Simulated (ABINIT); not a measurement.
An input for ABINIT 10.8.3 (BeTe (F-43m)):

```
acell 3*1.0 Angstrom
rprim 
  -0.000000000000 2.831458787600 2.831458787600
  2.831458787600 0.000000000000 2.831458787600
  2.831458787600 2.831458787600 0.000000000000
ntypat 2
znucl 4 52
natom 2
typat 1 2
xred 
  0.000000000000 0.000000000000 0.000000000000
  0.750000000000 0.750000000000 0.750000000000
pp_dirpath "pseudos"
pseudos "Be.upf, Te.upf"
ecut 49
ngkpt 4 4 4
nshiftk 1
shiftk 0 0 0
kptopt 1
chksymbreak 0
istwfk *1
occopt 1
irdwfk 1
optdriver 4
nband 87
gwcalctyp 28
ecutsigx 49
symsigma 0
nkptgw 8
kptgw 
  0.0000000000 0.0000000000 0.0000000000
  0.2500000000 0.0000000000 0.0000000000
  0.5000000000 0.0000000000 0.0000000000
  0.2500000000 0.2500000000 0.0000000000
  0.5000000000 0.2500000000 0.0000000000
  -0.2500000000 0.2500000000 0.0000000000
  0.5000000000 0.5000000000 0.0000000000
  -0.2500000000 0.5000000000 0.2500000000
bdgw 
  12 24
  12 24
  12 24
  12 24
  12 24
  12 24
  12 24
  12 24
ecuteps 5
irdscr 1
ppmodel 1
irdqps 1
rhoqpmix 0.3
indata_prefix "in"
outdata_prefix "out"
tmpdata_prefix "tmp"
```

```sh
OMP_NUM_THREADS=1 mpirun -n 8 abinit run.abi > log
```

Question: Estimate wall time and host memory on 8 MPI ranks of Arm Neoverse V1, shared host.

It took 98 s; on shared hardware allow 49 s to 3.3 min. Peak host memory was 2.9 GiB.

[Paths, hosts, dates, memory and timing lines, banners, echoed tables and standing remarks are left out of the program output.]

[Logs are printed without paths, hosts, clocks, repeated set-up lines and the standing remarks that a program may print on its own settings, such as how far it seeks lower states.]

[Runs of the session that timed out or met a known fault of the program may be left out.]

[Hosts, paths, dates, database ids (printed as entryN), source tags and the programs' standing remarks are cut or masked in the printed files.]

[G0W0 gaps are taken among the corrected bands and points alone; a level outside them can change the order at an edge.]

[Where Ansatz stands beside ABINIT at settings called matched, ABINIT's density can come from a denser mesh and the files from another edition; pairs whose starting gaps differed by over 0.03 eV were left out, so agreement reads better than it is.]
